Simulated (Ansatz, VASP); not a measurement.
# One calculation of LiCl, two programs

```
CELL_PARAMETERS angstrom
3.92608 0.00000 0.00000
-1.96304 3.40008 0.00000
0.00000 0.00000 6.28692
ATOMIC_POSITIONS crystal
Li 0.33333 0.66667 0.99758
Li 0.66667 0.33333 0.49758
Cl 0.33333 0.66667 0.37842
Cl 0.66667 0.33333 0.87842
```

Measurements of this composition are mostly on another form, of space group No. 225.

Alike in both runs: task single point; functional PBE; k mesh 10 × 10 × 6; occupations fermi-dirac, width 0.05 eV; no spin polarisation.

|  | VASP | Ansatz |
| --- | --- | --- |
| version | VASP 6.6.1 | Ansatz 0.2.0 |
| potentials or method | VASP PAW PBE potentials, release 64 (Li_sv, Cl), cutoff 520 eV | all-electron LAPW, scalar-relativistic |

Ansatz gave:

- gap on the k mesh at the Fermi level (eV): 5.93

Problem. Estimate VASP's values.

Solution. gap on the k mesh at the Fermi level (eV): 5.94.

Ansatz ran all-electron here, so the differences hold the error of VASP's frozen core and of both bases.

 PBE gaps usually lie below the measured ones, often by a third to a half. A k mesh can miss the band edges.
